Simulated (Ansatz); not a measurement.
Consider ZrSe2 (1T monolayer).

The cell holds 3 atoms: 1 Zr and 2 Se. Its edges and angles: a = 3.718 Å, b = 3.718 Å, c = 29.400 Å, α = 90.0°, β = 90.0°, γ = 120.0°. Vacuum lies along c.

```xyz
3
Lattice="3.7183 0.0000 0.0000 -1.8592 3.2202 0.0000 0.0000 0.0000 29.4000" Properties=species:S:1:pos:R:3
Zr    0.0000    0.0000   14.7000
Se    0.0000    2.1468   16.2615
Se    1.8592    1.0734   13.1385
```

The structure was relaxed with LDA. The runs that relaxed it are not among those shown.

Gaps computed with Ansatz 0.2.0 without a self-energy: LDA 0.29 eV and HSE06 1.02 eV.

Q: What gap should G0W0 on LDA give (6×6×1 mesh, 418 empty bands, screening to 65 eV, PAW set soft_1 files)?

About 1.02 eV: on its mesh the run moves the gap from 0.29 eV by +0.72 eV. Among the scalar-relativistic levels given, HSE06 is nearest (+0.00 eV). Bands and cutoff are finite, so the gap is not at the basis limit. The miss can reach some tenths of an eV and take either sign; the mesh is an error of its own. The mesh in the plane is coarse for a sheet; gap and any exciton binding can still move on denser ones. The many-body steps are scalar-relativistic: spin-orbit coupling is not in them.

[Paths, hosts, dates, memory and timing lines, banners, echoed tables and standing remarks are left out of the program output.]

[Logs are printed without paths, hosts, clocks, repeated set-up lines and the standing remarks that a program may print on its own settings, such as how far it seeks lower states.]

[Runs of the session that timed out or met a known fault of the program may be left out.]

[Cells called generated may have been cut or substituted from an entry of the Crystallography Open Database or the Materials Project.]

[Hosts, paths, dates, database ids (printed as entryN), source tags and the programs' standing remarks are cut or masked in the printed files.]
